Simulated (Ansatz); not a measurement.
**Ge3N4: the cell at several levels of theory**

How does the equilibrium cell of Ge3N4 in the database structure depend on the functional? It is relaxed with PBE, r2SCAN and PBEsol.

Program: Ansatz 0.2.0. PAW datasets, plane waves, zero pressure. No spin polarisation and no zero-point or thermal motion.

## (1) The cell

The symmetry is Fd-3m (No. 227, cubic); conventional cell a = 8.312 Å, 10.25 Å³ an atom. Around Ge lie 6 N at 2.01 Å; around Ge lie 4 N at 1.92 Å; around N lie 4 Ge at 1.92–2.01 Å.

Coordinates:

```cif
data_structure
_symmetry_space_group_name_H-M 'Fd-3m:1'
_symmetry_Int_Tables_number 227
_cell_length_a 8.3116
_cell_length_b 8.3116
_cell_length_c 8.3116
_cell_angle_alpha 90.000
_cell_angle_beta 90.000
_cell_angle_gamma 90.000
_cell_volume 574.20
loop_
_atom_site_label
_atom_site_type_symbol
_atom_site_symmetry_multiplicity
_atom_site_Wyckoff_symbol
_atom_site_fract_x
_atom_site_fract_y
_atom_site_fract_z
_atom_site_occupancy
Ge1 Ge 16 c 0.12500 0.12500 0.12500 1
Ge2 Ge 8 b 0.00000 0.00000 0.50000 1
N1 N 32 e 0.11684 0.88316 0.11684 1
```

## (2) Relaxation with PBE

Input file input.yaml:

```yaml
crystal:
  lattice:
    - [0.0, 4.155824, 4.155824]
    - [4.155824, 0.0, 4.155824]
    - [4.155824, 4.155824, 0.0]
  atoms:
    - { symbol: Ge, position: [0.625, 0.625, 0.625] }
    - { symbol: Ge, position: [0.125, 0.625, 0.625] }
    - { symbol: Ge, position: [0.625, 0.625, 0.125] }
    - { symbol: Ge, position: [0.625, 0.125, 0.625] }
    - { symbol: Ge, position: [0.0, 0.0, 0.0] }
    - { symbol: Ge, position: [0.25, 0.25, 0.25] }
    - { symbol: "N", position: [0.38316033, 0.850519, 0.38316033] }
    - { symbol: "N", position: [0.86683967, 0.86683967, 0.399481] }
    - { symbol: "N", position: [0.86683967, 0.86683967, 0.86683967] }
    - { symbol: "N", position: [0.399481, 0.86683967, 0.86683967] }
    - { symbol: "N", position: [0.38316033, 0.38316033, 0.38316033] }
    - { symbol: "N", position: [0.850519, 0.38316033, 0.38316033] }
    - { symbol: "N", position: [0.86683967, 0.399481, 0.86683967] }
    - { symbol: "N", position: [0.38316033, 0.38316033, 0.850519] }
kpoints:
  mp_grid: { grid: [6, 6, 6] }
hamiltonian:
  xc: pbe
scf:
  occupations: { method: fermi_dirac, width: 0.02 }
relax:
  f_tol: 0.005
  cell: {}
```

After this run come: Relaxing with r2SCAN; Relaxation with PBEsol.

Q: Predict the outcome of this session. Wanted: for each run, a; volume; space group; SCF geometries.

**Answer**, as computed:

```
 level  a (Å)  volume (Å³/atom)  space group  SCF geometries
   PBE  8.314            10.261        Fd-3m               4
r2SCAN  8.215             9.902        Fd-3m               5
PBEsol  8.231             9.959        Fd-3m               7
```

The first relaxation changed the volume by +0.1 % from the start. The volume runs from r2SCAN (least) to PBE (most), a spread of 3.6 %, or 1.2 % in length if all axes shared it alike.
